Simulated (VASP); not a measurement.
# AlN (Fm-3m) in VASP: a series of runs

Aim: see how the results for AlN move with the level of theory and the settings. Levels: HSE06, PBEsol. Tasks: single point.

Everything below comes from runs of VASP 6.6.1. Logs are shortened: lines on timing, memory, paths and dates and some standing lists are left out, and cuts for length are marked.

## (1) The structure

The structure is cubic, space group Fm-3m (No. 225). The conventional cell has a = 4.038 Å, b = 4.038 Å, c = 4.038 Å, α = 90.00°, β = 90.00°, γ = 90.00°. Around Al (site symmetry m-3m) lie 6 N at 2.02 Å. Around N (site symmetry m-3m) lie 6 Al at 2.02 Å.

The cell was built by a generator and needn't be a form met in nature.

## (2) Single point, HSE06

Input file POSCAR:

```
AlN
1.0
    0.0000000000      2.0188684454      2.0188684454
    2.0188684454      0.0000000000      2.0188684454
    2.0188684454      2.0188684454      0.0000000000
Al N
1 1
Direct
    0.0000000000      0.0000000000      0.0000000000
    0.5000000000      0.5000000000      0.5000000000
```

Input file INCAR.step1:

```
SYSTEM = AlN
PREC     = Accurate       ! precision mode
ENCUT    = 520            ! plane-wave cutoff, eV
EDIFF    = 1E-5           ! SCF threshold, eV
ISMEAR   = 0              ! smearing method
SIGMA    = 0.01           ! smearing width, eV
LREAL    = .False.        ! projectors in reciprocal space
LASPH    = .True.         ! aspherical terms in the spheres
NELM     = 100            ! most SCF steps
ALGO     = Normal         ! electronic algorithm
ISIF     = 2              ! what is computed and relaxed
LWAVE    = .True.         ! write WAVECAR
NBANDS   = 11             ! bands
GGA      = PE             ! functional
```

Input file INCAR.step2:

```
SYSTEM = AlN
PREC     = Accurate       ! precision mode
ENCUT    = 520            ! plane-wave cutoff, eV
EDIFF    = 1E-7           ! SCF threshold, eV
ISMEAR   = 0              ! smearing method
SIGMA    = 0.01           ! smearing width, eV
LREAL    = .False.        ! projectors in reciprocal space
LASPH    = .True.         ! aspherical terms in the spheres
NELM     = 100            ! most SCF steps
ALGO     = Normal         ! electronic algorithm
ISIF     = 2              ! what is computed and relaxed
LWAVE    = .False.        ! write WAVECAR
LCHARG   = .True.         ! write CHGCAR
GGA      = PE             ! functional
LHFCALC  = .True.         ! exact exchange
HFSCREEN = 0.2079         ! screening, 1/A
PRECFOCK = Normal       
LELF     = .True.         ! ELF
LVHAR    = .True.       
NBANDS   = 11             ! bands
ISTART   = 1
```

Input file KPOINTS:

```
regular mesh
0
Gamma
  6 6 6
  0 0 0
```

Potentials or basis: VASP PAW PBE potentials, release 64 (Al, N).

Run with:

```bash
$ cat potpaw_PBE.64/Al/POTCAR potpaw_PBE.64/N/POTCAR > POTCAR
$ cp INCAR.step1 INCAR
$ mpirun -np 1 vasp_std > vasp.out
$ cp INCAR.step2 INCAR
$ mpirun -np 1 vasp_std > vasp.out
```

OUTCAR:

```text
SYSTEM = AlN
   PREC = Accurate
   ENCUT = 520
   EDIFF = 1E-7
   ISMEAR = 0
   LREAL = .False.
   LASPH = .True.
   NELM = 100
   ISIF = 2
   GGA = PE
   LHFCALC = .True.
   HFSCREEN = 0.2079
   PRECFOCK = Normal
   ISTART = 1

 ion  position               nearest neighbor table
   1  0.000  0.000  0.000-   2 2.02   2 2.02   2 2.02   2 2.02   2 2.02   2 2.02
   2  0.500  0.500  0.500-   1 2.02   1 2.02   1 2.02   1 2.02   1 2.02   1 2.02

  LATTYP: Found a face centered cubic cell.
 ALAT       =     4.0377368908

  Lattice vectors:

 A1 = (   0.0000000000,   2.0188684454,   2.0188684454)
 A2 = (   2.0188684454,   0.0000000000,   2.0188684454)
 A3 = (   2.0188684454,   2.0188684454,   0.0000000000)

Analysis of symmetry for initial positions (statically):
=====================================================================
 Subroutine PRICEL returns:
 Original cell was already a primitive cell.

 Routine SETGRP: Setting up the symmetry group for a
 face centered cubic supercell.

 Subroutine GETGRP returns: Found 48 space group operations
 (whereof 48 operations were pure point group operations)
 out of a pool of 48 trial point group operations.

The static configuration has the point symmetry O_h .

Analysis of symmetry for dynamics (positions and initial velocities):
=====================================================================
 Subroutine PRICEL returns:
 Original cell was already a primitive cell.

 Routine SETGRP: Setting up the symmetry group for a
 face centered cubic supercell.

 Subroutine GETGRP returns: Found 48 space group operations
 (whereof 48 operations were pure point group operations)
 out of a pool of 48 trial point group operations.

The dynamic configuration has the point symmetry O_h .

 Subroutine INISYM returns: Found 48 space group operations
 (whereof 48 operations are pure point group operations),
 and found     1 'primitive' translations

----------------------------------------------------------------------------------------

                                     Primitive cell

  volume of cell :      16.4571

  direct lattice vectors                    reciprocal lattice vectors
     0.000000000  2.018868445  2.018868445    -0.247663488  0.247663488  0.247663488
     2.018868445  0.000000000  2.018868445     0.247663488 -0.247663488  0.247663488
     2.018868445  2.018868445  0.000000000     0.247663488  0.247663488 -0.247663488

  length of vectors
[... 91 lines left out ...]
   IMIX   =      1    mixing-type and parameters
     AMIX     =   0.40;   BMIX     =  1.00
     AMIX_MAG =   1.60;   BMIX_MAG =  1.00
  volume/ion in A,a.u.               =       8.23        55.53
  Fermi-wavevector in a.u.,A,eV,Ry     =   1.287222  2.432497 22.544046  1.656941
  Thomas-Fermi vector in A             =   2.419249
   LORBIT       =      0    0 simple, 1 ext, 2 COOP (PROOUT), +10 PAW based schemes
   GGA     = PE    functional components
   LHFCALC =     T    Hartree Fock is set to
   PRECFOCK=normal    Normal, Fast or Accurate (Low or Medium for compatibility)
   ENCUT4O =  -1.0   cutoff for four orbital integrals eV
   NKREDX  =     1    reduce k-point grid by
   NKREDY  =     1    reduce k-point grid by
   NKREDZ  =     1    reduce k-point grid by
   AEXX    =    0.2500 exact exchange contribution
   HFSCREEN=    0.2079 screening length (either q_TF or 0.3 A-1)
   HFSCREENC=   0.2079 screening length for correlation (either q_TF or 0.3 A-1)
   ENCUTFOCK=  -1.0 apply spherical cutoff to Coloumb kernel
   IVDW    =     0    specifies the selected vdW correction
   LEPSILON=     F    determine dielectric tensor
   LRPA    =     F    only Hartree local field effects (RPA)
 non-spin polarized calculation
 Gauss-broadening in eV      SIGMA  =   0.01
  energy-cutoff  :      520.00
  volume of cell :       16.46
 maximum number of plane-waves:       459
 NGX is ok and might be reduce to    24
  NGX = 16; NGY = 16; NGZ = 16

 number of electron       7.9999999 magnetization

 Free energy of the ion-electron system (eV)
  ---------------------------------------------------
  ext. energy  EPLUGINS =         0.00000000
  ---------------------------------------------------
  free energy    TOTEN  =       -17.12986560 eV

  energy without entropy =      -17.12986560  energy(sigma->0) =      -17.12986560

 E-fermi :   9.3075     XC(G=0): -10.0709

 val. band max:        9.1592383468   @ k =   0.0000   0.0000   0.0000
 cond. band min:      15.1720950308   @ k =   0.5000   0.5000   0.0000
 fundamental gap:      6.0128566840
 Fermi energy:         9.3074922976

 k-point     1 :       0.0000    0.0000    0.0000
  band No.  band energies     occupation
      1     -10.1004      2.00000
      2       9.1592      2.00000
      3       9.1592      2.00000
      4       9.1592      2.00000
      5      16.4233      0.00000
      6      22.9771      0.00000
      7      22.9771      0.00000
      8      22.9771      0.00000
      9      28.1733      0.00000
     10      28.8981      0.00000
     11      28.8981      0.00000
[... 197 lines left out ...]
 k-point    16 :      -0.3333    0.5000    0.1667
  band No.  band energies     occupation
      1      -5.4258      2.00000
      2       1.9536      2.00000
      3       4.2396      2.00000
      4       5.2144      2.00000
      5      17.6545      0.00000
      6      18.9939      0.00000
      7      23.8235      0.00000
      8      24.7720      0.00000
      9      29.4666      0.00000
     10      32.9810      0.00000
     11      36.4444      0.00000

------------------------ aborting loop because EDIFF is reached ----------------------------------------

  FORCE on cell =-STRESS in cart. coord.  units (eV):
  Direction    XX          YY          ZZ          XY          YZ          ZX
  --------------------------------------------------------------------------------------
  -------------------------------------------------------------------------------------
  Total       -0.1487048     -0.1487048     -0.1487048      0.0000000     -0.0000000      0.0000000
  in kB      -14.4770937    -14.4770937    -14.4770937      0.0000000     -0.0000000      0.0000000
  external PRESSURE =     -14.4770937 kB  Pullay stress =       0.0000000 kB

 VOLUME and BASIS-vectors are now :
 -----------------------------------------------------------------------------
  energy-cutoff  :      520.00
  volume of cell :       16.46
      direct lattice vectors                 reciprocal lattice vectors
     0.000000000  2.018868445  2.018868445    -0.247663488  0.247663488  0.247663488
     2.018868445  0.000000000  2.018868445     0.247663488 -0.247663488  0.247663488
     2.018868445  2.018868445  0.000000000     0.247663488  0.247663488 -0.247663488

 POSITION                                       TOTAL-FORCE (eV/Angst)
 -----------------------------------------------------------------------------------
      0.00000      0.00000      0.00000         0.000000      0.000000      0.000000
      2.01887      2.01887      2.01887        -0.000000     -0.000000     -0.000000
 -----------------------------------------------------------------------------------
    total drift:                                0.000000      0.000000      0.000000

  FREE ENERGIE OF THE ION-ELECTRON SYSTEM (eV)
  ---------------------------------------------------
  free  energy   TOTEN  =       -17.1298655987 eV

  energy  without entropy=      -17.1298655987  energy(sigma->0) =      -17.12986560
```

Run time: 3 min. Hardware: 1 thread of Intel Xeon Platinum 8375C at 2.90GHz (Ice Lake), shared host; peak memory 0.23 GiB.

Results:

```
Free energy            : -17.1299 eV
Pressure               : -1.4 GPa
Band gap on the k mesh : 6.01 eV, indirect (least direct gap 7.26 eV)
```

Caveat: the k mesh is coarse (spacing up to 0.45 Å⁻¹), so the values aren't converged, least of all with exact exchange; the PAW data sets were made with another functional, which shifts forces and pressure a little. A k mesh can miss the band edges.

(Part 1 of 2 ends here.)
